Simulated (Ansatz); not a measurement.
Ni:

```
Ni
1.0
     0.00000    1.73757    1.73757
     1.73757    0.00000    1.73757
     1.73757    1.73757    0.00000
Ni
1
Direct
  0.00000 0.00000 0.00000
```

| Quantity | Value |
| --- | --- |
| Program | Ansatz 0.2.0 |
| Task | relaxation of cell and atoms |
| Functional | PBE |
| Potentials or basis | Ansatz PAW |
| Cutoff | 420 eV (not typed: the program's choice for these potentials) |
| k mesh | 13 × 13 × 13 |
| Occupations | gaussian, width 0.05 eV |
| Spin | collinear spin, ferromagnetic start |
| Starting moments | [1.0] μB |
| Fixed moment | 1 μB |
| Hubbard terms | Ni d U = 5 eV |

At the start: volume 10.49 Å³/atom.

Task: Where does the relaxation end?

Result: It ends after 15 steps and the volume is 12.76 Å³/atom (+21.6 %); space group Fm-3m (No. 225, to 0.05 Å); moment 1.00 μB per cell.

Step by step:
```csv
step,energy change (eV),largest force (eV/Å),volume (Å³)
1,0.0000,0.0000,10.49
2,-0.0499,0.0000,10.99
3,-0.0730,0.0000,11.58
4,-0.0738,0.0000,11.71
5,-0.0738,0.0000,11.73
6,-0.0744,0.0000,11.73
7,-0.0744,0.0000,11.73
8,-0.0744,0.0000,11.73
9,-0.4084,0.0000,11.73
10,-0.4310,0.0000,12.17
11,-0.4412,0.0000,12.71
12,-0.4412,0.0000,12.76
13,-0.4412,0.0000,12.76
14,-0.4417,0.0000,12.76
15,-0.4417,0.0000,12.76
```

Final structure:
```cif
data_structure
_symmetry_space_group_name_H-M 'P 1'
_symmetry_Int_Tables_number 1
_cell_length_a 2.6199
_cell_length_b 2.6199
_cell_length_c 2.6199
_cell_angle_alpha 60.157
_cell_angle_beta 60.157
_cell_angle_gamma 60.157
_cell_volume 12.76
loop_
_atom_site_label
_atom_site_type_symbol
_atom_site_fract_x
_atom_site_fract_y
_atom_site_fract_z
_atom_site_occupancy
Ni1 Ni 0.00000 0.00000 0.00000 1
```

Caveat: the magnetic or orbital state may not be the lowest; the electronic state changed during the relaxation; the volume moved by over 15 % at a fixed basis, so the end points are rough; the plane-wave basis is chosen anew once the cell has moved, so the energies of steps on either side of that aren't comparable; the total moment is fixed, so each spin has its own Fermi level; the U is typed as a test and isn't derived for this compound.
